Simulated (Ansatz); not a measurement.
# The perfect (7,0) C nanotube

Aim: is the (7,0) C nanotube a metal or a semiconductor?

Method: DFT PBE, plane waves, PAW; relaxation of a wire's period, in the first sound run; inputs show where later runs differ, in Ansatz 0.2.0.

**1. The structure**

The cell holds 28 atoms: 28 C. Cell: a = 12.280 Å, b = 12.143 Å, c = 4.260 Å, α = 90.0°, β = 90.0°, γ = 90.0°. Vacuum lies along a and b. The structure's axis is c.

**2. The relaxed wire**

Band widths follow the bond lengths, so the wire is relaxed first. The atoms and the third cell vector are free; the box across stays fixed as vacuum. A Fermi-Dirac smearing is set since the result may be a metal. The pressure printed is a third of the stress's trace over the whole box, vacuum included; only the stress along the axis is relaxed.

Input file input.yaml:

```yaml
crystal:
  lattice:
    - [12.28, 0.0, 0.0]
    - [0.0, 12.143, 0.0]
    - [0.0, 0.0, 4.26]
  atoms:
    - { symbol: C, position: [0.298970331, 0.597899308, 0.0] }
    - { symbol: C, position: [0.298970331, 0.402084957, 0.0] }
    - { symbol: C, position: [0.450356187, 0.719987559, 0.0] }
    - { symbol: C, position: [0.450356187, 0.279996706, 0.0] }
    - { symbol: C, position: [0.639131261, 0.676414767, 0.0] }
    - { symbol: C, position: [0.639131261, 0.323569498, 0.0] }
    - { symbol: C, position: [0.723144073, 0.499992133, 0.0] }
    - { symbol: C, position: [0.298970331, 0.597899308, 0.333333333] }
    - { symbol: C, position: [0.298970331, 0.402084957, 0.333333333] }
    - { symbol: C, position: [0.450356187, 0.719987559, 0.333333333] }
    - { symbol: C, position: [0.450356187, 0.279996706, 0.333333333] }
    - { symbol: C, position: [0.639131261, 0.676414767, 0.333333333] }
    - { symbol: C, position: [0.639131261, 0.323569498, 0.333333333] }
    - { symbol: C, position: [0.723144073, 0.499992133, 0.333333333] }
    - { symbol: C, position: [0.276872964, 0.499992133, 0.5] }
    - { symbol: C, position: [0.360885776, 0.676414767, 0.5] }
    - { symbol: C, position: [0.360885776, 0.323569498, 0.5] }
    - { symbol: C, position: [0.549660851, 0.719987559, 0.5] }
    - { symbol: C, position: [0.549660851, 0.279996706, 0.5] }
    - { symbol: C, position: [0.701046707, 0.597899308, 0.5] }
    - { symbol: C, position: [0.701046707, 0.402084957, 0.5] }
    - { symbol: C, position: [0.276872964, 0.499992133, 0.833333333] }
    - { symbol: C, position: [0.360885776, 0.676414767, 0.833333333] }
    - { symbol: C, position: [0.360885776, 0.323569498, 0.833333333] }
    - { symbol: C, position: [0.549660851, 0.719987559, 0.833333333] }
    - { symbol: C, position: [0.549660851, 0.279996706, 0.833333333] }
    - { symbol: C, position: [0.701046707, 0.597899308, 0.833333333] }
    - { symbol: C, position: [0.701046707, 0.402084957, 0.833333333] }
kpoints:
  mp_grid: { grid: [1, 1, 19] }
scf:
  occupations: { method: fermi_dirac, width: 0.05 }
hamiltonian:
  xc: pbe
relax:
  cell: { fix: [a, b, alpha, beta, gamma] }
  max_steps: 60
```

Command:

```
$ ansatz run input.yaml --threads 4 --pin off --max-ram 16384MiB --backend cpu --events-out ev --progress --plain --runs-dir out
```

Numbers of over 12 decimals in the logs are rounded to 6 here.

The program printed:

```text
Engine: ansatz 0.2.0, aarch64-unknown-linux-gnu
Pseudopotentials: kind: paw
Pseudopotential: C, paw, valence charge 4, recommended cutoff 420 eV (normal), C.paw.azcp
Functional definition: PBE
  parameter kappa = 0.804
  parameter beta = 0.066725
  exchange = pbe_x(kappa = kappa, mu = beta*pi^2/3)
  correlation = pbe_c(beta = beta)
Crystal: 28 atoms, lattice volume = 635.234 Å³
Basis set: ecut = 420 eV, 12407 PW (Γ), exchange–correlation on 180×180×60 points (8 copies of the dense FFT grid, shifted against one another)
Bands: 84, of which v1, the nominal top of the filled ones, is band 56 counted from 1 (55 counted from 0)
Symmetry: 8 space group operations
Space group: Pmma (ITA 51), of the structure as read, at distance tolerance 8.6e-5 Å
k-points: 10 of 19
Non-local potential: C, projectors of the file, l = 0: 2, l = 1: 2, l = 2: 1
PAW form: soft (Blöchl's): semilocal exchange-correlation on the pseudo side does not see the compensation charge
PAW one-centre angular grid: C, 110 points (default); XC on 64 Gauss nodes
Initial density: superposition of atomic densities (neutral atoms: chi_scale 0, normalization atom), corrected by the library's trained network
Initial wavefunctions: pseudopotential atomic-orbital guess
Functional: x = pbe(κ = 0.804, μ = 0.219515), c = pbe(β = 0.066725)
SCF iter   1: F=—  HF=-7018.686334 eV  |F-HF|=—  |Δ(HF+E_count)|=         —  Δρ=3.71e-3  dr2=5.26e-2  ethr=1.77e-3  ⟨swp⟩=13.1  Hψ=6200  notcnv=0  defer=88
preconditioner: auto → Resta (q_TF=auto, 2.043 Å⁻¹)  ε∞=2.2  [insulator: Δε(μ)=0.479 eV  Ē_g=14.262 eV  σ=0.050 eV  W_gap=0.98  n_scr=86 (ndim 8)  ℏωp=15.6 eV  f_vac=0.580  D(μ)=0.05/eV (n_scr^D=0)  ε∞_Penn≈2.2  vacuum switching on, ρ_ref=1.5e-2 e/Å³]
SCF iter   2: F=—  HF=-7018.719022 eV  |F-HF|=—  |Δ(HF+E_count)|=   3.27e-2  Δρ=2.00e-3  dr2=1.69e-2  ethr=4.70e-5  ⟨swp⟩=2.0  Hψ=1217  notcnv=0  defer=148
SCF iter   3: F=—  HF=-7018.732466 eV  |F-HF|=—  |Δ(HF+E_count)|=   1.34e-2  Δρ=1.62e-4  dr2=1.32e-4  ethr=1.51e-5  ⟨swp⟩=2.9  Hψ=1153  notcnv=0  defer=148
SCF iter   4: F=—  HF=-7018.732602 eV  |F-HF|=—  |Δ(HF+E_count)|=   1.36e-4  Δρ=4.09e-5  dr2=1.72e-5  ethr=1.18e-7  ⟨swp⟩=2.0  Hψ=1202  notcnv=0  defer=148
SCF iter   5: F=—  HF=-7018.733049 eV  |F-HF|=—  |Δ(HF+E_count)|=   4.47e-4  Δρ=1.85e-5  dr2=4.15e-6  ethr=1.54e-8  ⟨swp⟩=2.0  Hψ=1171  notcnv=0  defer=153
SCF iter   6: F=—  HF=-7018.733048 eV  |F-HF|=—  |Δ(HF+E_count)|=   7.83e-7  Δρ=5.54e-6  dr2=4.45e-7  ethr=3.70e-9  ⟨swp⟩=2.0  Hψ=1094  notcnv=0  defer=153
SCF iter   7: F=-7018.733048 eV  HF=-7018.733048 eV  |F-HF|=1.32e-8  |Δ(HF+E_count)|=   6.29e-8  Δρ=2.27e-6  dr2=3.94e-8  ethr=8.93e-11  ⟨swp⟩=5.0  Hψ=2631  notcnv=0
SCF 1 converged in 7 iterations: F = -7018.733048 eV  dr2 = 3.94e-8
  greatest PAW one-centre occupation: 0.676 electrons in one spin orbital (limit 2), on the C atom at site 21 (counted from 0), in its partial waves of l = 0
relax step   1: F+E_penalty+E_count = -7018.73304785 eV  Δ(F+E_penalty+E_count) = +0.000e0 eV  max|allowed force component| = 4.556e-1 eV/Å  Δτ_max = 0.0000 Å  P = +3.637 GPa  Ω = 635.234 Å³  fix = [a, b, alpha, beta, gamma]  reactions: a +4.365, b +4.366 GPa  (7 SCF iters, dr2 threshold 1.00e-7 eV, accepted)
Crystal: 28 atoms, lattice volume = 635.634 Å³
Basis set: ecut = 420 eV, 12415 PW (Γ), exchange–correlation on 180×180×60 points (8 copies of the dense FFT grid, shifted against one another)
Initial density: handed on by an earlier stage of this run
Initial wavefunctions: those handed on with the density
iter 1 solved again at ethr=4.71e-4 eV; its pass at ethr=3.10e-3 eV (dr2=5.27e-1 eV) is discarded
SCF iter   1: F=—  HF=-7019.206988 eV  |F-HF|=—  |Δ(HF+E_count)|=         —  Δρ=9.58e-3  dr2=5.12e-1  ethr=4.71e-4  ⟨swp⟩=5.2  Hψ=3746  notcnv=0
preconditioner: auto → Resta (q_TF=auto, 2.043 Å⁻¹)  ε∞=2.2  [insulator: Δε(μ)=0.252 eV  Ē_g=13.976 eV  σ=0.050 eV  W_gap=0.85  n_scr=86 (ndim 8)  ℏωp=15.6 eV  f_vac=0.578  D(μ)=0.45/eV (n_scr^D=0)  ε∞_Penn≈2.2  vacuum switching on, ρ_ref=1.4e-2 e/Å³]
SCF iter   2: F=—  HF=-7019.063723 eV  |F-HF|=—  |Δ(HF+E_count)|=   1.43e-1  Δρ=3.57e-3  dr2=3.61e-2  ethr=4.57e-4  ⟨swp⟩=3.6  Hψ=1759  notcnv=0  defer=7
SCF iter   3: F=—  HF=-7019.056289 eV  |F-HF|=—  |Δ(HF+E_count)|=   7.43e-3  Δρ=1.17e-3  dr2=5.07e-3  ethr=3.23e-5  ⟨swp⟩=2.3  Hψ=1292  notcnv=0  defer=22
SCF iter   4: F=—  HF=-7019.055366 eV  |F-HF|=—  |Δ(HF+E_count)|=   9.23e-4  Δρ=7.92e-5  dr2=3.52e-5  ethr=4.53e-6  ⟨swp⟩=2.0  Hψ=1105  notcnv=0  defer=22
SCF iter   5: F=—  HF=-7019.055807 eV  |F-HF|=—  |Δ(HF+E_count)|=   4.41e-4  Δρ=1.72e-5  dr2=3.48e-6  ethr=2.50e-9  ⟨swp⟩=5.0  Hψ=3078  notcnv=0
SCF iter   6: F=-7019.055805 eV  HF=-7019.055807 eV  |F-HF|=1.99e-6  |Δ(HF+E_count)|=   1.49e-7  Δρ=1.05e-5  dr2=2.21e-6  ethr=2.50e-9  ⟨swp⟩=5.0  Hψ=2518  notcnv=0
SCF 2 converged in 6 iterations: F = -7019.055805 eV  dr2 = 2.21e-6
  greatest PAW one-centre occupation: 0.671 electrons in one spin orbital (limit 2), on the C atom at site 23 (counted from 0), in its partial waves of l = 0
relax step   2: F+E_penalty+E_count = -7019.05580477 eV  Δ(F+E_penalty+E_count) = -3.228e-1 eV  max|allowed force component| = 3.116e-1 eV/Å  Δτ_max = 0.0396 Å  P = +1.185 GPa  Ω = 635.634 Å³  energy of the carried Pulay correction = -5.288e-4 eV  fix = [a, b, alpha, beta, gamma]  reactions: a +1.345, b +1.345 GPa  (6 SCF iters, dr2 threshold 2.80e-6 eV, accepted)
Crystal: 28 atoms, lattice volume = 636.682 Å³
iter 1 solved again at ethr=7.34e-5 eV; its pass at ethr=3.10e-3 eV (dr2=8.23e-2 eV) is discarded
SCF iter   1: F=—  HF=-7019.124189 eV  |F-HF|=—  |Δ(HF+E_count)|=         —  Δρ=3.87e-3  dr2=8.68e-2  ethr=7.34e-5  ⟨swp⟩=3.9  Hψ=3272  notcnv=0
preconditioner: auto → Resta (q_TF=auto, 2.042 Å⁻¹)  ε∞=2.2  [insulator: Δε(μ)=0.204 eV  Ē_g=13.961 eV  σ=0.050 eV  W_gap=0.76  n_scr=86 (ndim 8)  ℏωp=15.6 eV  f_vac=0.575  D(μ)=0.66/eV (n_scr^D=0)  ε∞_Penn≈2.2  vacuum switching on, ρ_ref=1.4e-2 e/Å³]
SCF iter   2: F=—  HF=-7019.099412 eV  |F-HF|=—  |Δ(HF+E_count)|=   2.48e-2  Δρ=1.45e-3  dr2=6.31e-3  ethr=7.34e-5  ⟨swp⟩=2.5  Hψ=1412  notcnv=0  defer=10
SCF iter   3: F=—  HF=-7019.097977 eV  |F-HF|=—  |Δ(HF+E_count)|=   1.43e-3  Δρ=4.53e-4  dr2=7.87e-4  ethr=5.64e-6  ⟨swp⟩=2.8  Hψ=1364  notcnv=0  defer=10
SCF iter   4: F=—  HF=-7019.098249 eV  |F-HF|=—  |Δ(HF+E_count)|=   2.72e-4  Δρ=4.06e-5  dr2=2.81e-5  ethr=7.03e-7  ⟨swp⟩=2.0  Hψ=1059  notcnv=0  defer=10
SCF iter   5: F=—  HF=-7019.098251 eV  |F-HF|=—  |Δ(HF+E_count)|=   2.17e-6  Δρ=2.96e-5  dr2=1.79e-5  ethr=2.50e-9  ⟨swp⟩=5.0  Hψ=2967  notcnv=0
[...]
relax step   4: F+E_penalty+E_count = -7019.10065225 eV  Δ(F+E_penalty+E_count) = -2.404e-3 eV  max|allowed force component| = 9.511e-3 eV/Å  Δτ_max = 0.0017 Å  P = +0.011 GPa  Ω = 636.611 Å³  energy of the carried Pulay correction = -1.819e-3 eV  fix = [a, b, alpha, beta, gamma]  reactions: a -0.008, b -0.006 GPa  (5 SCF iters, dr2 threshold 9.89e-7 eV, accepted)
Initial wavefunctions: pseudopotential atomic-orbital guess (no wavefunctions were taken with the density)
iter 1 solved again at ethr=8.89e-7 eV; its pass at ethr=3.10e-3 eV (dr2=9.96e-4 eV) is discarded
SCF iter   1: F=—  HF=-7019.101901 eV  |F-HF|=—  |Δ(HF+E_count)|=         —  Δρ=1.14e-5  dr2=3.07e-7  ethr=8.89e-7  ⟨swp⟩=9.2  Hψ=8735  notcnv=0  defer=15
eigensolver tolerance schedule: the retry pair's looser diagonalisation over-reported the residual by 3246.48 of it (diagonalisation noise at 13.55 of the residual, at the tolerance the schedule requests for it); recorded, not acted on — ethr = c·dr2/N_el stays at c = 1.0e-1
preconditioner: auto → Resta (q_TF=auto, 2.042 Å⁻¹)  ε∞=2.2  [insulator: Δε(μ)=0.194 eV  Ē_g=14.003 eV  σ=0.050 eV  W_gap=0.74  n_scr=86 (ndim 8)  ℏωp=15.6 eV  f_vac=0.575  D(μ)=0.72/eV (n_scr^D=0)  ε∞_Penn≈2.2  vacuum switching on, ρ_ref=1.4e-2 e/Å³]
SCF iter   2: F=—  HF=-7019.102364 eV  |F-HF|=—  |Δ(HF+E_count)|=   4.63e-4  Δρ=5.78e-6  dr2=8.86e-8  ethr=2.74e-10  ⟨swp⟩=3.5  Hψ=2222  notcnv=0  defer=11
SCF iter   3: F=—  HF=-7019.102371 eV  |F-HF|=—  |Δ(HF+E_count)|=   7.13e-6  Δρ=3.19e-6  dr2=2.31e-8  ethr=7.91e-11  ⟨swp⟩=2.4  Hψ=995  notcnv=0  defer=11
SCF iter   4: F=—  HF=-7019.102374 eV  |F-HF|=—  |Δ(HF+E_count)|=   3.16e-6  Δρ=8.02e-7  dr2=3.99e-9  ethr=2.06e-11  ⟨swp⟩=3.1  Hψ=1182  notcnv=0  defer=11
SCF iter   5: F=—  HF=-7019.102374 eV  |F-HF|=—  |Δ(HF+E_count)|=   1.50e-7  Δρ=2.43e-7  dr2=3.98e-10  ethr=3.56e-12  ⟨swp⟩=2.5  Hψ=1203  notcnv=0  defer=11
SCF iter   6: F=-7019.102374 eV  HF=-7019.102374 eV  |F-HF|=1.82e-9  |Δ(HF+E_count)|=   1.42e-9  Δρ=7.66e-8  dr2=1.88e-11  ethr=1.00e-12  ⟨swp⟩=4.0  Hψ=2464  notcnv=0
SCF 5 converged in 6 iterations: F = -7019.102374 eV  dr2 = 1.88e-11
relax step   5: F+E_penalty+E_count = -7019.10237438 eV  Δ(F+E_penalty+E_count) = -1.722e-3 eV  max|allowed force component| = 9.517e-3 eV/Å  Δτ_max = 0.0000 Å  P = +0.019 GPa  Ω = 636.611 Å³  fix = [a, b, alpha, beta, gamma]  reactions: a +0.002, b +0.011 GPa  stress off target by 4.36e-2 GPa on what of the cell is left free  SCF on the basis re-selected at this cell (its energy is not comparable with the rows above)  (6 SCF iters)
basis re-selected at this cell: Δ(F+E_penalty+E_count) = -1.722e-3 eV, ΔP = +0.007 GPa vs the last step (what re-selecting the basis moved, of the pressure what is left beyond the Pulay correction that the steps carried, after the strain that the cell walked since its last selection, with what the two solves' SCF thresholds leave and, on support functions, any second-order correction that the steps lacked; it is no m [...]
SCF converged after 6 iterations
Free energy (F): -7019.102374 eV
Harris-Foulkes:  -7019.102374 eV  (|F-HF|=1.82e-9)
Internal energy: -7019.095748 eV  (E = F + TS)
E sigma→0 (E₀):  -7019.099061 eV
Entropy (-TS):   -0.006627 eV (-0.237 meV/atom)
Fermi energy:    -0.246012 eV
--- Per-component energies (eV) ---
  E_band       = -1018.224831
  E_kinetic    = 2538.079962
  E_local      = -22775.734812  (includes V_loc(G=0)·N_el)
  E_nonlocal   = 762.664794
  E_hartree    = 10152.418219
  E_xc         = -1340.151548
  E_vxc        = -1658.914665  (∫ρ·V_xc dr)
  E_paw        = -2780.551903  (= ΣΔE_a)
  E_vpaw       = -189.156634  (= ΣTr[D̂ρ^β])
  E_aug_tail   = 0.000200  (compensation charges beyond the density's cutoff)
  E_ewald      = 6424.179340
  E_smearing   = -0.006627  (= −TS)
  E_closure    = -0.000000  (closes the sum)
  Σ components = -7019.102374   (vs F -7019.102374, Δ=0.00e0)
--- Forces (eV/Å), atoms counted from 1 ---
  atom   1  C     -0.00052670     0.00042432    -0.00951662
  atom   2  C     -0.00052670    -0.00042432    -0.00951662
  atom   3  C     -0.00009031     0.00077246    -0.00909842
  atom   4  C     -0.00009031    -0.00077246    -0.00909842
  atom   5  C      0.00024830     0.00058924    -0.00918516
  atom   6  C      0.00024830    -0.00058924    -0.00918516
  atom   7  C      0.00082458    -0.00000000    -0.00913736
  atom   8  C     -0.00052670     0.00042432     0.00951662
  atom   9  C     -0.00052670    -0.00042432     0.00951662
  atom  10  C     -0.00009031     0.00077246     0.00909842
  atom  11  C     -0.00009031    -0.00077246     0.00909842
  atom  12  C      0.00024830     0.00058924     0.00918516
  atom  13  C      0.00024830    -0.00058924     0.00918516
  atom  14  C      0.00082458     0.00000000     0.00913736
  atom  15  C     -0.00082458    -0.00000000    -0.00913736
  atom  16  C     -0.00024830     0.00058924    -0.00918516
  atom  17  C     -0.00024830    -0.00058924    -0.00918516
  atom  18  C      0.00009031     0.00077246    -0.00909842
  atom  19  C      0.00009031    -0.00077246    -0.00909842
  atom  20  C      0.00052670     0.00042432    -0.00951662
  atom  21  C      0.00052670    -0.00042432    -0.00951662
  atom  22  C     -0.00082458    -0.00000000     0.00913736
  atom  23  C     -0.00024830     0.00058924     0.00918516
  atom  24  C     -0.00024830    -0.00058924     0.00918516
  atom  25  C      0.00009031     0.00077246     0.00909842
  atom  26  C      0.00009031    -0.00077246     0.00909842
  atom  27  C      0.00052670     0.00042432     0.00951662
  atom  28  C      0.00052670    -0.00042432     0.00951662
  max |Σ_I F_I| component: 4.34e-19 eV/Å
--- Stress (GPa, compression-positive) ---
        0.001532       0.000000       0.000000
        0.000000       0.010668       0.000000
        0.000000       0.000000       0.043578
  P = ⅓ Tr σ = 0.0186 GPa (0.186 kbar)
--- Relaxed structure (4 steps of the walk, 4 accepted, 1 SCFs on fresh bases) ---
  F+E_penalty+E_count = -7019.10237438 eV   max|allowed force component| = 9.517e-3 eV/Å   (the final SCF, on the basis selected at the relaxed cell)
  cell:  # Å, volume = 636.6108 Å³
    - [12.28, 0.0, 0.0]
    - [0.0, 12.143, 0.0]
    - [0.0, 0.0, 4.269231]
  atoms:
    - { symbol: C, position: [0.294837, 0.599906, 0.000547263] }
    - { symbol: C, position: [0.294837, 0.400078, 0.000547263] }
    - { symbol: C, position: [0.449336, 0.724501, 0.000543421] }
    - { symbol: C, position: [0.449336, 0.275484, 0.000543421] }
    - { symbol: C, position: [0.641980, 0.680020, 0.000538258] }
    - { symbol: C, position: [0.641980, 0.319964, 0.000538258] }
    - { symbol: C, position: [0.727743, 0.499992, 0.00053924] }
    - { symbol: C, position: [0.294837, 0.599906, 0.332786] }
    - { symbol: C, position: [0.294837, 0.400078, 0.332786] }
    - { symbol: C, position: [0.449336, 0.724501, 0.332790] }
    - { symbol: C, position: [0.449336, 0.275484, 0.332790] }
    - { symbol: C, position: [0.641980, 0.680020, 0.332795] }
    - { symbol: C, position: [0.641980, 0.319964, 0.332795] }
    - { symbol: C, position: [0.727743, 0.499992, 0.332794] }
    - { symbol: C, position: [0.272274, 0.499992, 0.500539] }
    - { symbol: C, position: [0.358037, 0.680020, 0.500538] }
    - { symbol: C, position: [0.358037, 0.319964, 0.500538] }
    - { symbol: C, position: [0.550682, 0.724501, 0.500543] }
    - { symbol: C, position: [0.550682, 0.275484, 0.500543] }
    - { symbol: C, position: [0.705180, 0.599906, 0.500547] }
    - { symbol: C, position: [0.705180, 0.400078, 0.500547] }
    - { symbol: C, position: [0.272274, 0.499992, 0.832794] }
    - { symbol: C, position: [0.358037, 0.680020, 0.832795] }
    - { symbol: C, position: [0.358037, 0.319964, 0.832795] }
    - { symbol: C, position: [0.550682, 0.724501, 0.832790] }
    - { symbol: C, position: [0.550682, 0.275484, 0.832790] }
    - { symbol: C, position: [0.705180, 0.599906, 0.832786] }
    - { symbol: C, position: [0.705180, 0.400078, 0.832786] }
```

Elapsed: 52 s, on 4 threads of Arm Neoverse V1, shared host; peak memory 1.6 GiB; 3.4 min of CPU time.

Step by step:

```tsv
step	energy less that of the first step (eV)	largest force component (eV/Å)	pressure (GPa)	volume (Å³)
1	0.0000	0.4556	3.64	635.23
2	-0.3228	0.3116	1.19	635.63
3	-0.3652	0.1258	0.04	636.68
4	-0.3676	0.0095	0.01	636.61
5*	-0.3693	0.0095	0.02	636.61
```

Relaxation steps marked * repeat the geometry before them on a plane-wave basis chosen anew for their cell, so energy and pressure can jump there.

The run keeps the 8 symmetry operations that it works with, so distortions that break them were not tested.

```tsv
cell as run	before	after	change
c (Å)	4.260	4.269	+0.2 %
```

The atoms that moved most (Å, along periodic axes as changes of fractional coordinates times the final cell, across vacuum about the mean position):

```tsv
atom	dx	dy	dz	length
C7	0.056	0.000	0.002	0.057
C14	0.056	0.000	-0.002	0.057
C22	-0.056	0.000	-0.002	0.057
C15	-0.056	0.000	0.002	0.057
C8	-0.051	0.024	-0.002	0.056
C1	-0.051	0.024	0.002	0.056
C2	-0.051	-0.024	0.002	0.056
C9	-0.051	-0.024	-0.002	0.056
```

Numbers from this step:

| Quantity | Value |
| --- | --- |
| energy at zero smearing | -7019.0991 eV |
| cell length along the wire | 4.269 Å |

The cell's length comes to 4.269 Å with spin left out.

(Continued in part 2 of 4.)

[Logs are printed without paths, hosts, clocks, repeated set-up lines and the standing remarks that a program may print on its own settings, such as how far it seeks lower states.]

[Hosts, paths, dates, database ids (printed as entryN), source tags and the programs' standing remarks are cut or masked in the printed files.]
